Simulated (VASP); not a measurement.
# CoSi2 (Fm-3m) in VASP: notebook

The runs below take CoSi2 through single point, atomic charges, electron localisation function, with PBE.

Everything below comes from runs of VASP 6.6.1. Logs are shortened: lines on timing, memory, paths and dates and some standing lists are left out, and cuts for length are marked.

## (1) The structure

It takes space group Fm-3m (No. 225, cubic). The conventional cell has a = 5.356 Å, b = 5.356 Å, c = 5.356 Å, α = 90.00°, β = 90.00°, γ = 90.00°. Co (site symmetry m-3m) has 8 Si at 2.32 Å as nearest neighbours. Si (site symmetry -43m) is surrounded by 4 Co at 2.32 Å.

## (2) Single point, PBE, collinear spin, ferromagnetic start

run.py reads:

```python
from ase.calculators.vasp import Vasp
from ase.dft.bandgap import bandgap
from ase.io import read

atoms = read('POSCAR')
atoms.set_initial_magnetic_moments([2.0, 0.0, 0.0])
calc = Vasp(
    directory='calc',
    xc='pbe',
    pp='PBE',
    setups={'base': 'minimal', 'Co': '_GW', 'Si': '_GW'},
    prec='Accurate',
    encut=550,
    ediff=1e-07,
    ismear=0,
    sigma=0.05,
    lreal=False,
    lasph=True,
    nelm=120,
    algo='Normal',
    isif=2,
    lwave=False,
    lcharg=False,
    ispin=2,
    lorbit=11,
    lmaxmix=4,
    kpts=[9, 9, 9],
    gamma=True,
    nbands=20,
)
atoms.calc = calc

print('energy (eV):', atoms.get_potential_energy())
print('free energy (eV):', atoms.get_potential_energy(force_consistent=True))
print('forces (eV/A):')
print(atoms.get_forces())
print('stress (eV/A^3, Voigt):', atoms.get_stress())
print('Fermi level (eV):', calc.get_fermi_level())
print('moment (muB):', atoms.get_magnetic_moment())
print('site moments (muB):', atoms.get_magnetic_moments())
gap, top, bottom = bandgap(calc)
print('band gap (eV):', gap, 'from (spin, k, band)', top, 'to', bottom)
```

POSCAR reads:

```
CoSi2
1.0
    0.0000000000      2.6780000000      2.6780000000
    2.6780000000      0.0000000000      2.6780000000
    2.6780000000      2.6780000000      0.0000000000
Co Si
1 2
Direct
    0.0000000000      0.0000000000      0.0000000000
    0.7500000000      0.7500000000      0.7500000000
    0.2500000000      0.2500000000      0.2500000000
```

Potentials or basis: VASP PAW PBE potentials, release 64 (Co_GW, Si_GW).

Command:

```bash
$ python run.py
```

The program printed:

```text
energy (eV): -19.29704369
free energy (eV): -19.2978937
forces (eV/A):
[[-0. -0. -0.]
 [-0. -0. -0.]
 [ 0.  0.  0.]]
stress (eV/A^3, Voigt): [-0.0025928 -0.0025928 -0.0025928 -0.        -0.        -0.       ]
Fermi level (eV): 8.29203633
moment (muB): -1.58e-05
site moments (muB): [-0.  0.  0.]
band gap (eV): 0.0 from (spin, k, band) (None, None, None) to (None, None, None)
```

OUTCAR:

```text
ENCUT = 550.000000
   EDIFF = 1.00e-07
   GGA = PE
   PREC = Accurate
   ISIF = 2
   ISMEAR = 0
   ISPIN = 2
   LORBIT = 11
   NELM = 120
   LASPH = .TRUE.
   LREAL = .FALSE.

 ion  position               nearest neighbor table
   1  0.000  0.000  0.000-   2 2.32   3 2.32   2 2.32   2 2.32   3 2.32   2 2.32   3 2.32   3 2.32

   2  0.750  0.750  0.750-   1 2.32   1 2.32   1 2.32   1 2.32   3 2.68   3 2.68   3 2.68   3 2.68
                             3 2.68   3 2.68
   3  0.250  0.250  0.250-   1 2.32   1 2.32   1 2.32   1 2.32   2 2.68   2 2.68   2 2.68   2 2.68
                             2 2.68   2 2.68

  LATTYP: Found a face centered cubic cell.
 ALAT       =     5.3560000000

  Lattice vectors:

 A1 = (   0.0000000000,   2.6780000000,   2.6780000000)
 A2 = (   2.6780000000,   0.0000000000,   2.6780000000)
 A3 = (   2.6780000000,   2.6780000000,   0.0000000000)

Analysis of symmetry for initial positions (statically):
=====================================================================
 Subroutine PRICEL returns:
 Original cell was already a primitive cell.

 Routine SETGRP: Setting up the symmetry group for a
 face centered cubic supercell.

 Subroutine GETGRP returns: Found 48 space group operations
 (whereof 48 operations were pure point group operations)
 out of a pool of 48 trial point group operations.

The static configuration has the point symmetry O_h .

Analysis of symmetry for dynamics (positions and initial velocities):
=====================================================================
 Subroutine PRICEL returns:
 Original cell was already a primitive cell.

 Routine SETGRP: Setting up the symmetry group for a
 face centered cubic supercell.

 Subroutine GETGRP returns: Found 48 space group operations
 (whereof 48 operations were pure point group operations)
 out of a pool of 48 trial point group operations.

The dynamic configuration has the point symmetry O_h .

Analysis of structural, dynamic, and magnetic symmetry:
=====================================================================
 Subroutine PRICEL returns:
 Original cell was already a primitive cell.

 Routine SETGRP: Setting up the symmetry group for a
 face centered cubic supercell.

 Subroutine GETGRP returns: Found 48 space group operations
 (whereof 48 operations were pure point group operations)
 out of a pool of 48 trial point group operations.

The overall configuration has the point symmetry O_h .

 Subroutine INISYM returns: Found 48 space group operations
 (whereof 48 operations are pure point group operations),
 and found     1 'primitive' translations

----------------------------------------------------------------------------------------

                                     Primitive cell

  volume of cell :      38.4115

  direct lattice vectors                    reciprocal lattice vectors
     0.000000000  2.678000000  2.678000000    -0.186706497  0.186706497  0.186706497
     2.678000000  0.000000000  2.678000000     0.186706497 -0.186706497  0.186706497
     2.678000000  2.678000000  0.000000000     0.186706497  0.186706497 -0.186706497

  length of vectors
     3.787263920  3.787263920  3.787263920     0.323385140  0.323385140  0.323385140

[... 81 lines left out ...]
   NELM   =    120;   NELMIN=  2; NELMDL= -5     # of ELM steps
   EDIFF  = 0.1E-06   stopping-criterion for ELM
   LREAL  =      F    real-space projection
   EDIFFG = 0.1E-05   stopping-criterion for IOM
   NSW    =      0    number of steps for IOM
   IBRION =     -1    ionic relax: 0-MD 1-quasi-New 2-CG
   NFREE  =      0    steps in history (QN), initial steepest desc. (CG)
   ISIF   =      2    stress and relaxation
   ISYM   =      2    0-nonsym 1-usesym 2-fastsym
   POTIM  = 0.5000    time-step for ionic-motion
   TEBEG  =    0.0;   TEEND  =   0.0 temperature during run
   PSTRESS=    0.0 pullay stress
   NELECT =      17.0000    total number of electrons
   NUPDOWN=      -1.0000    fix difference up-down
   EMIN   =  10.00;   EMAX   =-10.00  energy-range for DOS
   EFERMI =   0.00;   METHOD = LEGACY
   ISMEAR =     0;   SIGMA  =   0.05  broadening in eV -4-tet -1-fermi 0-gaus
   EFERMI_NEDOS =   21; number of points for ismear=-14 and -15
   IALGO  =     38    algorithm
   IMIX   =      4    mixing-type and parameters
     AMIX     =   0.40;   BMIX     =  1.00
     AMIX_MAG =   1.60;   BMIX_MAG =  1.00
  volume/ion in A,a.u.               =      12.80        86.40
  Fermi-wavevector in a.u.,A,eV,Ry     =   1.247586  2.357596 21.177078  1.556471
  Thomas-Fermi vector in A             =   2.381712
   LORBIT       =     11    0 simple, 1 ext, 2 COOP (PROOUT), +10 PAW based schemes
   GGA     = PE    functional components
   LHFCALC =     F    Hartree Fock is set to
   AEXX    =    0.0000 exact exchange contribution
   IVDW    =     0    specifies the selected vdW correction
   LEPSILON=     F    determine dielectric tensor
   LRPA    =     F    only Hartree local field effects (RPA)
 spin polarized calculation
 Gauss-broadening in eV      SIGMA  =   0.05
  energy-cutoff  :      550.00
  volume of cell :       38.41
 maximum number of plane-waves:      1139
 NGX is ok and might be reduce to    30
   NGX = 15   NGY = 15   NGZ = 15

 number of electron      17.0000001 magnetization       0.0000556

 number of electron      17.0000001 magnetization      -0.0000158

 Free energy of the ion-electron system (eV)
  ---------------------------------------------------
  ext. energy  EPLUGINS =         0.00000000
  ---------------------------------------------------
  free energy    TOTEN  =       -19.29789370 eV

  energy without entropy =      -19.29619369  energy(sigma->0) =      -19.29704369

 E-fermi :   8.2920     XC(G=0): -11.7710

 val. band max:        8.2832376076   @ k =  -0.2222   0.1111   0.0000
 cond. band min:       8.3268840345   @ k =   0.3333   0.1111   0.0000
 fundamental gap:      0.0436464269
 Fermi energy:         8.2920363292

 spin component 1

 k-point     1 :       0.0000    0.0000    0.0000
  band No.  band energies     occupation
      1      -4.7984      1.00000
      2       4.2553      1.00000
      3       4.2553      1.00000
      4       4.2553      1.00000
      5       6.4310      1.00000
      6       6.4310      1.00000
[... 541 lines left out ...]
     19      23.3489      0.00000
     20      23.3490      0.00000

 [... further k-points ...]

 spin component 2

 k-point     1 :       0.0000    0.0000    0.0000
  band No.  band energies     occupation
      1      -4.7984      1.00000
      2       4.2553      1.00000
      3       4.2553      1.00000
      4       4.2553      1.00000
      5       6.4310      1.00000
      6       6.4310      1.00000
[... 541 lines left out ...]
     19      23.3489      0.00000
     20      23.3490      0.00000

 [... further k-points ...]

------------------------ aborting loop because EDIFF is reached ----------------------------------------

  FORCE on cell =-STRESS in cart. coord.  units (eV):
  Direction    XX          YY          ZZ          XY          YZ          ZX
  --------------------------------------------------------------------------------------
  -------------------------------------------------------------------------------------
  Total        0.0995933      0.0995933      0.0995933     -0.0000000     -0.0000000      0.0000000
  in kB        4.1541180      4.1541180      4.1541180     -0.0000000     -0.0000000      0.0000000
  external PRESSURE =       4.1541180 kB  Pullay stress =       0.0000000 kB

 VOLUME and BASIS-vectors are now :
 -----------------------------------------------------------------------------
  energy-cutoff  :      550.00
  volume of cell :       38.41
      direct lattice vectors                 reciprocal lattice vectors
     0.000000000  2.678000000  2.678000000    -0.186706497  0.186706497  0.186706497
     2.678000000  0.000000000  2.678000000     0.186706497 -0.186706497  0.186706497
     2.678000000  2.678000000  0.000000000     0.186706497  0.186706497 -0.186706497

 POSITION                                       TOTAL-FORCE (eV/Angst)
 -----------------------------------------------------------------------------------
      0.00000      0.00000      0.00000        -0.000000     -0.000000     -0.000000
      4.01700      4.01700      4.01700        -0.000000     -0.000000     -0.000000
      1.33900      1.33900      1.33900         0.000000      0.000000      0.000000
 -----------------------------------------------------------------------------------
    total drift:                                0.000000     -0.000000     -0.000000

  FREE ENERGIE OF THE ION-ELECTRON SYSTEM (eV)
  ---------------------------------------------------
  free  energy   TOTEN  =       -19.2978936977 eV

  energy  without entropy=      -19.2961936902  energy(sigma->0) =      -19.29704369

 total charge

# of ion       s       p       d       f       tot
--------------------------------------------------
    1        0.532   0.707   7.544   0.010   8.793
    2        0.704   0.857   0.130   0.000   1.692
    3        0.704   0.857   0.130   0.000   1.692
--------------------------------------------------
tot          1.941   2.422   7.805   0.010  12.177

 magnetization (x)

# of ion       s       p       d       f       tot
--------------------------------------------------
    1        0.000   0.000  -0.000  -0.000  -0.000
    2        0.000   0.000   0.000   0.000   0.000
    3        0.000   0.000   0.000   0.000   0.000
--------------------------------------------------
tot          0.000   0.000  -0.000  -0.000   0.000
```

INCAR:

```text
ENCUT = 550.000000
SIGMA = 0.050000
EDIFF = 1.00e-07
ALGO = Normal
GGA = PE
PREC = Accurate
ISIF = 2
ISMEAR = 0
ISPIN = 2
LMAXMIX = 4
LORBIT = 11
NBANDS = 20
NELM = 120
LASPH = .TRUE.
LCHARG = .FALSE.
LWAVE = .FALSE.
LREAL = .FALSE.
MAGMOM = 1*2.0000 2*0.0000
```

It took 95 s on 1 thread of Intel Xeon Platinum 8259CL at 2.50GHz (Skylake/Cascade Lake), shared host; peak memory 0.22 GiB.

Results:

| Quantity | Value |
| --- | --- |
| Free energy | -19.2979 eV |
| Pressure | 0.4 GPa |
| Band gap on the k mesh | none (metal or under the smearing width) |
| Net moment | 0.00 μB per cell |
| Valence electrons inside the program's atomic spheres | Co 8.79; Si 1.69 |

Levels at points of the mesh, in eV from the Fermi level:
Spin up:
```csv
k point,band 5,band 6,band 7,band 8,band 9,band 10,band 11,band 12,band 13,band 14
"(0.00, 0.00, 0.00)",-1.86,-1.86,0.79,3.46,3.46,3.46,3.48,3.48,3.48,5.70
```
Spin down:
```
           k point  band 6  band 7  band 8  band 9  band 10  band 11  band 12  band 13
(0.00, 0.00, 0.00)   -1.86    0.79    3.46    3.46     3.46     3.48     3.48     3.48
```

Caveat: the starting moments collapsed, and a magnetic state may lie lower.

## (3) Single point, PBE, collinear spin, ferromagnetic start

INCAR reads:

```
SYSTEM = CoSi2
PREC = Accurate
ENCUT = 520
EDIFF = 1E-6
ISMEAR = -1
SIGMA = 0.05
LREAL = .False.
LASPH = .True.
NELM = 150
ALGO = Fast
ISIF = 2
LWAVE = .False.
LCHARG = .False.
ISPIN = 2
MAGMOM = 3.5 0 0
LORBIT = 11
LMAXMIX = 4
GGA = PE
```

KPOINTS reads:

```
regular mesh
0
Gamma
  9 9 9
  0 0 0
```

POSCAR is that of step 2.

Potentials or basis: VASP PAW PBE potentials, release 64 (Co, Si).

Command:

```bash
$ cat potpaw_PBE.64/Co/POTCAR potpaw_PBE.64/Si/POTCAR > POTCAR
$ mpirun -np 1 vasp_std > vasp.out
```

Run time: 59 s. Hardware: 1 thread of Intel Xeon Platinum 8375C at 2.90GHz (Ice Lake), shared host; peak memory 0.18 GiB.

It converged, with:

```
Free energy                                           : -19.2950 eV
Pressure                                              : 0.3 GPa
Band gap on the k mesh                                : none (metal or under the smearing width)
Net moment                                            : 0.00 μB per cell
Valence electrons inside the program's atomic spheres : Co 8.86; Si 1.59
```

Levels at points of the mesh, in eV from the Fermi level:
Spin up:
```csv
k point,band 5,band 6,band 7,band 8,band 9,band 10,band 11,band 12,band 13,band 14
"(0.00, 0.00, 0.00)",-1.87,-1.87,0.79,3.44,3.44,3.44,3.48,3.48,3.48,5.70
```
Spin down:
| k point | band 7 | band 8 | band 9 | band 10 | band 11 | band 12 |
| --- | --- | --- | --- | --- | --- | --- |
| (0.00, 0.00, 0.00) | 0.79 | 3.44 | 3.44 | 3.44 | 3.48 | 3.48 |

Caveat: the starting moments collapsed, and a magnetic state may lie lower.

## (4) Atomic charges, PBE, collinear spin, ferromagnetic start

INCAR reads:

```
SYSTEM = CoSi2
PREC = Accurate
ENCUT = 520
EDIFF = 1E-6
ISMEAR = 0
SIGMA = 0.02
LREAL = .FALSE.
LASPH = .TRUE.
NELM = 120
ALGO = Fast
ISIF = 2
LWAVE = .FALSE.
LCHARG = .FALSE.
ISPIN = 2
MAGMOM = 2 0 0
LORBIT = 11
LMAXMIX = 4
GGA = PE
```

KPOINTS reads:

```
Automatic mesh
0
G
  9 9 9
  0 0 0
```

POSCAR is that of step 3.

Command:

```bash
$ cat potpaw_PBE.64/Co/POTCAR potpaw_PBE.64/Si/POTCAR > POTCAR
$ mpirun -np 1 vasp_std > vasp.out
```

Run time: 19 s. Hardware: 1 thread of Intel Xeon 6975P-C (Granite Rapids), shared host; peak memory 0.18 GiB.

The run converged. Its results:

```yaml
Free_energy: -19.2898 eV
Pressure: 0.3 GPa
Band_gap_on_the_k_mesh: none (metal or under the smearing width)
Net_moment: 0.00 μB per cell
Valence_electrons_inside_the_program's_atomic_spheres: Co 8.86; Si 1.59
```

Levels at points of the mesh, in eV from the Fermi level:
Spin up:
| k point | band 5 | band 6 | band 7 | band 8 | band 9 | band 10 | band 11 | band 12 | band 13 |
| --- | --- | --- | --- | --- | --- | --- | --- | --- | --- |
| (0.00, 0.00, 0.00) | -1.86 | -1.86 | 0.79 | 3.45 | 3.45 | 3.45 | 3.49 | 3.49 | 3.49 |
Spin down:
| k point | band 5 | band 6 | band 7 | band 8 | band 9 | band 10 | band 11 | band 12 | band 13 |
| --- | --- | --- | --- | --- | --- | --- | --- | --- | --- |
| (0.00, 0.00, 0.00) | -1.86 | -1.86 | 0.79 | 3.45 | 3.45 | 3.45 | 3.49 | 3.49 | 3.49 |

Caveat: the starting moments collapsed, and a magnetic state may lie lower.

## (5) Electron localisation function, PBE, collinear spin, ferromagnetic start

Edit INCAR of step 4 so:

```diff
@@ -3,3 +3,3 @@
 ENCUT = 520
-EDIFF = 1E-6
+EDIFF = 1E-7
 ISMEAR = 0
@@ -12,3 +12,3 @@
 LWAVE = .FALSE.
-LCHARG = .FALSE.
+LCHARG = .TRUE.
 ISPIN = 2
@@ -18 +18,2 @@
 GGA = PE
+LELF = .TRUE.
```

KPOINTS is that of step 4.

POSCAR is that of step 4.

Potentials or basis: VASP PAW PBE potentials, release 64 (Co, Si).

Command:

```bash
$ cat potpaw_PBE.64/Co/POTCAR potpaw_PBE.64/Si/POTCAR > POTCAR
$ mpirun -np 1 vasp_std > vasp.out
```

OUTCAR:

```text
SYSTEM = CoSi2
   PREC = Accurate
   ENCUT = 520
   EDIFF = 1E-7
   ISMEAR = 0
   LREAL = .FALSE.
   LASPH = .TRUE.
   NELM = 120
   ISIF = 2
   ISPIN = 2
   LORBIT = 11
   GGA = PE

 ion  position               nearest neighbor table
   1  0.000  0.000  0.000-   2 2.32   3 2.32   2 2.32   2 2.32   3 2.32   2 2.32   3 2.32   3 2.32

   2  0.750  0.750  0.750-   1 2.32   1 2.32   1 2.32   1 2.32   3 2.68   3 2.68   3 2.68   3 2.68
                             3 2.68   3 2.68
   3  0.250  0.250  0.250-   1 2.32   1 2.32   1 2.32   1 2.32   2 2.68   2 2.68   2 2.68   2 2.68
                             2 2.68   2 2.68

[... 998 lines left out ...]
  energy-cutoff  :      520.00
  volume of cell :       38.41
      direct lattice vectors                 reciprocal lattice vectors
     0.000000000  2.678000000  2.678000000    -0.186706497  0.186706497  0.186706497
     2.678000000  0.000000000  2.678000000     0.186706497 -0.186706497  0.186706497
     2.678000000  2.678000000  0.000000000     0.186706497  0.186706497 -0.186706497

 POSITION                                       TOTAL-FORCE (eV/Angst)
 -----------------------------------------------------------------------------------
      0.00000      0.00000      0.00000         0.000000     -0.000000     -0.000000
      4.01700      4.01700      4.01700         0.000000      0.000000      0.000000
      1.33900      1.33900      1.33900        -0.000000     -0.000000     -0.000000
 -----------------------------------------------------------------------------------
    total drift:                               -0.000000     -0.000000      0.000000

  FREE ENERGIE OF THE ION-ELECTRON SYSTEM (eV)
  ---------------------------------------------------
  free  energy   TOTEN  =       -19.2897510813 eV

  energy  without entropy=      -19.2894437781  energy(sigma->0) =      -19.28959743

 total charge

# of ion       s       p       d       tot
------------------------------------------
    1        0.541   0.718   7.597   8.856
    2        0.718   0.872   0.000   1.590
    3        0.718   0.872   0.000   1.590
--------------------------------------------------
tot          1.977   2.463   7.597  12.037

 magnetization (x)

# of ion       s       p       d       tot
------------------------------------------
    1        0.000   0.000   0.000   0.000
    2        0.000  -0.000   0.000  -0.000
    3        0.000  -0.000   0.000  -0.000
--------------------------------------------------
tot          0.000   0.000   0.000   0.000
```

stdout:

```text
POSCAR found type information on POSCAR CoSi
 POSCAR found :  2 types and       3 ions
 scaLAPACK will be used
 LDA part: xc-table for (Slater+PW92), standard interpolation
 POSCAR, INCAR and KPOINTS ok, starting setup
 FFT: planning ... GRIDC
 FFT: planning ... GRID_SOFT
 FFT: planning ... GRID
 WAVECAR not read
 entering main loop
```

It took 23 s on 1 thread of Intel Xeon 6975P-C (Granite Rapids), shared host; peak memory 0.18 GiB.

Results:

```yaml
Free_energy: -19.2898 eV
Pressure: 0.4 GPa
Band_gap_on_the_k_mesh: none (metal or under the smearing width)
Net_moment: 0.00 μB per cell
Valence_electrons_inside_the_program's_atomic_spheres: Co 8.86; Si 1.59
```

Caveat: the starting moments collapsed, and a magnetic state may lie lower.
